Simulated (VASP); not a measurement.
# CdF2 (Fm-3m) in VASP: settings compared, part 3 of 3

VASP 6.6.1. Earlier steps stand in the parts before.

### 6 Band structure, r2SCAN

File INCAR:

```
SYSTEM = CdF2
  PREC = Accurate
  ENCUT = 520
  EDIFF = 1E-6
  ISMEAR = 0
  SIGMA = 0.03
  LREAL = .FALSE.
  LASPH = .TRUE.
  NELM = 80
  ALGO = Normal
  ISIF = 2
  LWAVE = .FALSE.
  LCHARG = .FALSE.
  METAGGA = R2SCAN
  LMIXTAU = .TRUE.
  NBANDS = 20
  KPAR = 2
```

File KPOINTS:

```
Automatic mesh
0
G
  10 10 10
  0 0 0
```

File POSCAR:

```
CdF2                                    
1.0
    0.0000000000      2.6969680780      2.6969680780
    2.6969680780      0.0000000000      2.6969680780
    2.6969680780      2.6969680780      0.0000000000
  Cd              F             
     1     2
Direct
     0.0000000000000000    0.0000000000000000    0.0000000000000000
     0.2500000000000000    0.2500000000000000    0.2500000000000000
     0.7500000000000000    0.7500000000000000    0.7500000000000000
```

KPOINTS_OPT is that of step 5.

Potentials or basis: VASP PAW PBE potentials, release 64 (Cd, F).

Command:

```sh
> cat potpaw_PBE.64/Cd/POTCAR potpaw_PBE.64/F/POTCAR > POTCAR
> mpirun -np 2 vasp_std > vasp.out
```

OUTCAR:

```text
SYSTEM = CdF2
   PREC = Accurate
   ENCUT = 520
   EDIFF = 1E-6
   ISMEAR = 0
   LREAL = .FALSE.
   LASPH = .TRUE.
   NELM = 80
   ISIF = 2
   METAGGA = R2SCAN

 ion  position               nearest neighbor table
   1  0.000  0.000  0.000-   2 2.34   3 2.34   3 2.34   3 2.34   3 2.34   2 2.34   2 2.34   2 2.34

   2  0.250  0.250  0.250-   1 2.34   1 2.34   1 2.34   1 2.34
   3  0.750  0.750  0.750-   1 2.34   1 2.34   1 2.34   1 2.34

  LATTYP: Found a face centered cubic cell.
 ALAT       =     5.3939361560

  Lattice vectors:

 A1 = (   0.0000000000,   2.6969680780,   2.6969680780)
 A2 = (   2.6969680780,   0.0000000000,   2.6969680780)
 A3 = (   2.6969680780,   2.6969680780,   0.0000000000)

Analysis of symmetry for initial positions (statically):
=====================================================================
 Subroutine PRICEL returns:
 Original cell was already a primitive cell.

 Routine SETGRP: Setting up the symmetry group for a
 face centered cubic supercell.

 Subroutine GETGRP returns: Found 48 space group operations
 (whereof 48 operations were pure point group operations)
 out of a pool of 48 trial point group operations.

The static configuration has the point symmetry O_h .

Analysis of symmetry for dynamics (positions and initial velocities):
=====================================================================
 Subroutine PRICEL returns:
 Original cell was already a primitive cell.

 Routine SETGRP: Setting up the symmetry group for a
 face centered cubic supercell.

 Subroutine GETGRP returns: Found 48 space group operations
 (whereof 48 operations were pure point group operations)
 out of a pool of 48 trial point group operations.

The dynamic configuration has the point symmetry O_h .

 Subroutine INISYM returns: Found 48 space group operations
 (whereof 48 operations are pure point group operations),
 and found     1 'primitive' translations

----------------------------------------------------------------------------------------
[... 109 lines left out ...]
   EFERMI =   0.00;   METHOD = LEGACY
   ISMEAR =     0;   SIGMA  =   0.03  broadening in eV -4-tet -1-fermi 0-gaus
   EFERMI_NEDOS =   21; number of points for ismear=-14 and -15
   IALGO  =     38    algorithm
   IMIX   =      4    mixing-type and parameters
     AMIX     =   0.40;   BMIX     =  1.00
     AMIX_MAG =   1.60;   BMIX_MAG =  1.00
  volume/ion in A,a.u.               =      13.08        88.25
  Fermi-wavevector in a.u.,A,eV,Ry     =   1.427294  2.697195 27.717360  2.037168
  Thomas-Fermi vector in A             =   2.547479
   LORBIT       =      0    0 simple, 1 ext, 2 COOP (PROOUT), +10 PAW based schemes
   METAGGA = R2SCAN    functional components
   LHFCALC =     F    Hartree Fock is set to
   AEXX    =    0.0000 exact exchange contribution
   IVDW    =     0    specifies the selected vdW correction
   LEPSILON=     F    determine dielectric tensor
   LRPA    =     F    only Hartree local field effects (RPA)
 non-spin polarized calculation
 Gauss-broadening in eV      SIGMA  =   0.03
  energy-cutoff  :      520.00
  volume of cell :       39.23
 maximum number of plane-waves:      1073
   NGX = 15   NGY = 15   NGZ = 15

 number of electron      25.9999987 magnetization

 Free energy of the ion-electron system (eV)
  ---------------------------------------------------
  ext. energy  EPLUGINS =         0.00000000
  ---------------------------------------------------
  free energy    TOTEN  =       -33.72018537 eV

  energy without entropy =      -33.72018537  energy(sigma->0) =      -33.72018537

 E-fermi :  -1.6691     XC(G=0): -11.0288

 val. band max:       -1.9001880526   @ k =  -0.3000   0.5000   0.2000
 cond. band min:       1.8459171147   @ k =   0.0000   0.0000   0.0000
 fundamental gap:      3.7461051672
 Fermi energy:        -1.6690686550

 k-point     1 :       0.0000    0.0000    0.0000
  band No.  band energies     occupation
      1     -23.8135      2.00000
      2     -22.7562      2.00000
      3      -7.5117      2.00000
      4      -7.5117      2.00000
      5      -7.5117      2.00000
      6      -6.2885      2.00000
[... 541 lines left out ...]
     19      19.6168      0.00000
     20      19.8961      0.00000

 [... further k-points ...]
[... 5 lines left out ...]
  --------------------------------------------------------------------------------------
  -------------------------------------------------------------------------------------
  Total        0.1571254      0.1571254      0.1571254     -0.0000000     -0.0000000      0.0000000
  in kB        6.4165184      6.4165184      6.4165184     -0.0000000     -0.0000000      0.0000000
  external PRESSURE =       6.4165184 kB  Pullay stress =       0.0000000 kB

 VOLUME and BASIS-vectors are now :
 -----------------------------------------------------------------------------
  energy-cutoff  :      520.00
  volume of cell :       39.23
      direct lattice vectors                 reciprocal lattice vectors
     0.000000000  2.696968078  2.696968078    -0.185393370  0.185393370  0.185393370
     2.696968078  0.000000000  2.696968078     0.185393370 -0.185393370  0.185393370
     2.696968078  2.696968078  0.000000000     0.185393370  0.185393370 -0.185393370

 POSITION                                       TOTAL-FORCE (eV/Angst)
 -----------------------------------------------------------------------------------
      0.00000      0.00000      0.00000        -0.000000     -0.000000      0.000000
      1.34848      1.34848      1.34848        -0.000000     -0.000000     -0.000000
      4.04545      4.04545      4.04545         0.000000      0.000000      0.000000
 -----------------------------------------------------------------------------------
    total drift:                                0.000000      0.000000      0.000000

  FREE ENERGIE OF THE ION-ELECTRON SYSTEM (eV)
  ---------------------------------------------------
  free  energy   TOTEN  =       -33.7201853697 eV

  energy  without entropy=      -33.7201853697  energy(sigma->0) =      -33.72018537
```

OSZICAR:

```text
N       E                     dE             d eps       ncg     rms          rms(c)
DAV:   1     0.172381603256E+03    0.17238E+03   -0.15690E+04  1944   0.134E+03
DAV:   2    -0.345596136348E+02   -0.20694E+03   -0.19918E+03  2040   0.350E+02
DAV:   3    -0.431137470068E+02   -0.85541E+01   -0.85319E+01  2152   0.784E+01
[... 47 lines left out ...]
DAV:   6    -0.942076289930E+04   -0.23642E-04     2016
DAV:   7    -0.942076289942E+04   -0.12823E-06     1456
       N       E                     dE             ncg
DAV:   1     0.336128550221E+05   -0.13895E+05      576
DAV:   2     0.307186137489E+05   -0.28942E+04      612
DAV:   3     0.305948679339E+05   -0.12375E+03      628
DAV:   4     0.305944042656E+05   -0.46367E+00      600
DAV:   5     0.305944028470E+05   -0.14187E-02      640
DAV:   6     0.305944028401E+05   -0.68870E-05      604
DAV:   7     0.305944028400E+05   -0.41731E-07      420
```

stdout:

```text
POSCAR found type information on POSCAR CdF
 POSCAR found :  2 types and       3 ions
 scaLAPACK will be used
 -----------------------------------------------------------------------------
|                                                                             |
|                                                                             |
|     You enforced a specific xc type in the INCAR file but a different       |
|     I HOPE YOU KNOW WHAT YOU ARE DOING!                                     |
|                                                                             |
 -----------------------------------------------------------------------------

 LDA part: xc-table for (None), standard interpolation
 POSCAR, INCAR and KPOINTS ok, starting setup
 FFT: planning ... GRIDC
 FFT: planning ... GRID_SOFT
 FFT: planning ... GRID
 WAVECAR not read
 entering main loop
 Start KPOINTS_OPT (optional k-point list driver)
k-point batch [1-47\202]
k-point batch [48-94\202]
k-point batch [95-141\202]
k-point batch [142-188\202]
k-point batch [189-202\202]
```

Run time: 87 s. Hardware: 2 MPI ranks of Intel Xeon 6975P-C (Granite Rapids), shared host; peak memory 0.18 GiB.

Results:

| Property | Result |
| --- | --- |
| Free energy | -33.7202 eV |
| Pressure | 0.6 GPa |
| Band gap on the k mesh | 3.75 eV, indirect (least direct gap 4.25 eV) |
| Band gap along the path | 3.74 eV, indirect (least direct gap 4.25 eV) |

Levels at the corners of the path, in eV from the valence-band top:
| point | band 11 | band 12 | band 13 | band 14 | band 15 | band 16 |
| --- | --- | --- | --- | --- | --- | --- |
| Γ | -0.51 | -0.51 | -0.51 | 3.74 | 13.59 | 13.59 |
| X | -0.51 | -0.09 | -0.09 | 8.85 | 10.53 | 12.18 |
| X | -0.51 | -0.09 | -0.09 | 8.85 | 10.53 | 12.18 |
| W | -1.52 | -0.60 | 0.00 | 8.92 | 11.86 | 12.59 |
| W | -1.52 | -0.60 | 0.00 | 8.92 | 11.86 | 12.59 |
| K | -0.95 | -0.34 | -0.20 | 8.80 | 11.57 | 11.63 |
| K | -0.95 | -0.34 | -0.20 | 8.80 | 11.57 | 11.63 |
| Γ | -0.51 | -0.51 | -0.51 | 3.74 | 13.59 | 13.59 |
| Γ | -0.51 | -0.51 | -0.51 | 3.74 | 13.59 | 13.59 |
| L | -1.84 | -0.40 | -0.40 | 7.96 | 9.68 | 15.56 |
| L | -1.84 | -0.40 | -0.40 | 7.96 | 9.68 | 15.56 |
| U | -0.95 | -0.34 | -0.20 | 8.80 | 11.57 | 11.63 |
| U | -0.95 | -0.34 | -0.20 | 8.80 | 11.57 | 11.63 |
| W | -1.52 | -0.60 | 0.00 | 8.92 | 11.86 | 12.59 |
| W | -1.52 | -0.60 | 0.00 | 8.92 | 11.86 | 12.59 |
| L | -1.84 | -0.40 | -0.40 | 7.96 | 9.68 | 15.56 |
| L | -1.84 | -0.40 | -0.40 | 7.96 | 9.68 | 15.56 |
| K | -0.95 | -0.34 | -0.20 | 8.80 | 11.57 | 11.63 |
| U | -0.95 | -0.34 | -0.20 | 8.80 | 11.57 | 11.63 |
| X | -0.51 | -0.09 | -0.09 | 8.85 | 10.53 | 12.18 |

Caveat: the PAW data sets were made with another functional, which shifts forces and pressure a little.

### 7 Overview

| task | level | potentials or basis | k mesh | cutoff (eV) | smearing | GW scheme | GW iterations | cutoff of the response function | frequency points | empty bands | gap on the mesh (eV) | pressure (GPa) |
| --- | --- | --- | --- | --- | --- | --- | --- | --- | --- | --- | --- | --- |
| G0W0 quasiparticle levels | PBE | VASP PAW PBE potentials, release 64 (Cd_GW, F_GW) | 6 × 6 × 6 | 500 | gaussian 0.01 eV | G0W0 | 1 | 150 | 48 | 146 | - | - |
| evGW0 quasiparticle levels | PBE | VASP PAW PBE potentials, release 64 (Cd_GW, F_GW) | 6 × 6 × 6 | 500 | gaussian 0.01 eV | evGW0 | 4 | 150 | 48 | 146 | - | - |
| band structure | PBE | VASP PAW PBE potentials, release 64 (Cd, F) | 10 × 10 × 10 | 520 | gaussian 0.03 eV | - | - | - | - | - | 3.06 | 5.8 |
| band structure | LDA | VASP PAW LDA potentials, release 64 (Cd, F) | 10 × 10 × 10 | 520 | gaussian 0.03 eV | - | - | - | - | - | 2.79 | -5.1 |
| band structure | r2SCAN | VASP PAW PBE potentials, release 64 (Cd, F) | 10 × 10 × 10 | 520 | gaussian 0.03 eV | - | - | - | - | - | 3.75 | 0.6 |

Alike in all rows: no spin polarisation; cell as given.

Caveats: the cutoff is under 1.25 times the usual one of these potentials, so pressure, stress and relaxed cells hold a basis-set (Pulay) error (some runs); bands, screening cutoff and mesh are small and nothing is extrapolated, so the quasiparticle values aren't converged (some runs); the PAW data sets were made with another functional, which shifts forces and pressure a little (some runs).

Total energies depend on the potentials used, so only differences within one code and one set of settings carry meaning.
